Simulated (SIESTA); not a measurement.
Crystal: NiO.

```xyz
2
Lattice="0.0000 2.0859 2.0859 2.0859 0.0000 2.0859 2.0859 2.0859 0.0000" Properties=species:S:1:pos:R:3 pbc="T T T"
Ni    0.0000    0.0000    0.0000
O     2.0859    2.0859    2.0859
```

Base run:

```yaml
Program: SIESTA 5.4.2
Functional: PBE
Potentials_or_basis: PseudoDojo 0.4 standard (PBE files)
Basis: DZP (energy shift 0.003 Ry; two zetas on semicore shells)
Grid_cutoff: 800 Ry
Energy_shift: 0.003 Ry
k_mesh: 8 × 8 × 8
Occupations: fermi-dirac, width 0.05 eV
Spin: collinear spin, fm_larger start
Starting_moments: "[2.5, 0.0] μB"
```

Its results: band gap on the k mesh none (metal or under the smearing width); pressure 7.1 GPa; net moment 1.82 μB per cell.

Question: The run is repeated on the same cell with these changes: spin from collinear spin, fm_larger start to collinear spin, zero start; moments at the start from [2.5, 0.0] to [0.0, 0.0]. What comes out?

Answer: Band gap on the k mesh none (metal or under the smearing width); pressure -1.0 GPa; net moment 0.00 μB per cell.

Caveats: short orbitals over semicore shells can move pressures by several GPa; the basis of atomic orbitals isn't converged, which shifts pressures, moduli and gaps; semilocal functionals often make such compounds metallic where correlation or magnetic order opens a gap, which also shifts bond lengths; a cell with one magnetic atom can't hold antiferromagnetic order, which such compounds often take (some runs).
